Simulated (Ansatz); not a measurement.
# Rh: the cost of one run

Computed with Ansatz 0.2.0 (DFT PBEsol, scalar-relativistic, plane waves, PAW, unless a step's input says otherwise).

1 further run of the same task is left out (set aside as unsound or not needed).

**1. The structure to begin with**

Symmetry: P6_3/mmc, No. 194, hexagonal system. Conventional cell: a = 2.675 Å, b = 2.675 Å, c = 8.727 Å, α = 90.00°, β = 90.00°, γ = 120.00°. Around Rh (site symmetry -3m) lie 12 Rh at 2.67 to 2.68 Å. Rh (site symmetry -6m2) has 12 Rh at 2.67 to 2.68 Å as nearest neighbours.

As a file:

```cif
data_structure
_symmetry_space_group_name_H-M 'P6_3/mmc'
_symmetry_Int_Tables_number 194
_cell_length_a 2.6754
_cell_length_b 2.6754
_cell_length_c 8.7271
_cell_angle_alpha 90.000
_cell_angle_beta 90.000
_cell_angle_gamma 120.000
_cell_volume 54.10
loop_
_atom_site_label
_atom_site_type_symbol
_atom_site_symmetry_multiplicity
_atom_site_Wyckoff_symbol
_atom_site_fract_x
_atom_site_fract_y
_atom_site_fract_z
_atom_site_occupancy
Rh1 Rh 2 a 0.00000 0.00000 0.00000 1
Rh2 Rh 2 c 0.33333 0.66667 0.25000 1
```

It goes back to an entry of the Materials Project, which need not be the stable form.

It is the result of an earlier relaxation at this level (volume 13.52 Å³/atom; gap on the mesh: none (metal)).

**2. Bands, states and charges**

Input file input.yaml:

```yaml
crystal:
  lattice:
    - [2.6754312347, 0.0, 0.0]
    - [-1.3377156174, 2.3169914153, 0.0]
    - [0.0, 0.0, 8.7271387725]
  atoms:
    - { symbol: Rh, position: [0.0, 0.0, 0.0] }
    - { symbol: Rh, position: [0.3333333333, 0.6666666667, 0.25] }
    - { symbol: Rh, position: [0.0, 0.0, 0.5] }
    - { symbol: Rh, position: [0.6666666667, 0.3333333333, 0.75] }
basis:
  ecutwfc: 420
kpoints:
  mp_grid: { grid: [18, 18, 6] }
  band_path:
    path:
      - [[0.0, 0.0, 0.0], [0.5, 0.0, 0.0], [0.33333333, 0.33333333, 0.0], [0.0, 0.0, 0.0], [0.0, 0.0, 0.5], [0.5, 0.0, 0.5], [0.33333333, 0.33333333, 0.5], [0.0, 0.0, 0.5]]
      - [[0.5, 0.0, 0.5], [0.5, 0.0, 0.0]]
      - [[0.33333333, 0.33333333, 0.5], [0.33333333, 0.33333333, 0.0]]
    npoints: 14
hamiltonian:
  xc: pbesol
scf:
  occupations: { method: gaussian, width: 0.1 }
  n_extra_bands: 10
output:
  forces: true
  stress: true
  eigenvalues: true
  populations: true
  dos: { projected: true, de: 0.02, nscf_kmesh: { grid: [27, 27, 9] } }
  bader: true
```

Command:

```
> ansatz run input.yaml --threads 1 --pin off --max-ram 2560MiB --backend cpu --events-out ev --progress --plain --runs-dir out
```

Q: Estimate wall time and peak memory on 1 thread of Intel Xeon Platinum 8259CL at 2.50GHz (Skylake/Cascade Lake), shared host.

About 75 s, with a peak of 0.77 GiB.
